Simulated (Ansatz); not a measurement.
One crystal and one scan (scan of one atom of the cell) at two levels, r2SCAN (plane waves to 500 eV, PAW, scalar-relativistic; Ansatz, a quantum-chemistry and plane-wave program) and PBE (plane waves to 420 eV, PAW, scalar-relativistic; Ansatz), each from its own relaxed cell and on its own mesh. The cell shown is that of r2SCAN.

Starting cell, AlSb (zinc blende):

```
CELL_PARAMETERS angstrom
      0.00000     3.08862     3.08862
      3.08862     0.00000     3.08862
      3.08862     3.08862     0.00000
ATOMIC_POSITIONS crystal
  Sb 0.75000 0.75000 0.75000
  Al 0.00000 0.00000 0.00000
```

In each cell atom 1 (Sb, nearest neighbour Al at 2.675 Å; its periodic images, 4.4 Å or more away, move with it) moves by s·(0.000, 0.000, 1.000) (along Cartesian z), the rest being held.

E stands for the smeared free energy. AlSb was relaxed with its symmetry unable to fall. Spin-orbit coupling is left out, though Sb is heavy. As the smearing reaches across the gap at some points, energies and forces of such displacements shift with the k mesh and the smearing. Percentages come from the unrounded values.

Results of r2SCAN:

```
Property                                                                                                                  Result
----------------------------------------------------------------  --------------------------------------------------------------
Lattice constant a (Å)                                                                                                     6.177
Force constant k = d²E/ds² at s = 0 (finite differences) (eV/Å²)                                                            8.01
Shape of the curve                                                a single well with its minimum at or next to zero displacement
```

### Question
Estimate the PBE values.

### Answer
```tsv
quantity	PBE	r2SCAN − PBE
Lattice constant a (Å)	6.226	-0.049 (-0.8 %)
Force constant k = d²E/ds² at s = 0 (finite differences) (eV/Å²)	7.49	+0.52 (+7.0 %)
```

r2SCAN gives the higher value for: force constant k = d²E/ds² at s = 0. r2SCAN gives the lower value for: lattice constant a. Both give the same shape of the curve: a single well with its minimum at or next to zero displacement. Neither level is exact: the differences show how much the result hangs on the functional.

(A displaced cell: forces are minus the slopes of the energy, force constants its curvatures, and phonons follow from these.)
